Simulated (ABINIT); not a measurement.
Crystal: PbSe (Clausthalite).

```
CELL_PARAMETERS angstrom
0.00000 3.06065 3.06065
3.06065 0.00000 3.06065
3.06065 3.06065 0.00000
ATOMIC_POSITIONS crystal
Pb 0.00000 0.00000 0.00000
Se 0.50000 0.50000 0.50000
```

Base run:

| Item | Value |
| --- | --- |
| Program | ABINIT 10.8.3 (patched build) |
| Functional | AM05 |
| Potentials or basis | JTH PAW PBE v2.0 |
| Cutoff | 463 eV |
| k mesh | 8 × 8 × 8 |
| Occupations | fermi-dirac, width 0.05 eV |
| Spin | no spin polarisation |

Its results: band gap on the k mesh 0.26 eV, direct.

**Question.** The run is repeated on the same cell with these changes: functional from AM05 to HCTH407. What comes out?

**Answer.** Band gap on the k mesh 0.64 eV, direct.

Caveats: spin-orbit coupling is left out, which as a rule narrows the gap of such compounds by several tenths of an eV.

A k mesh can miss the band edges.
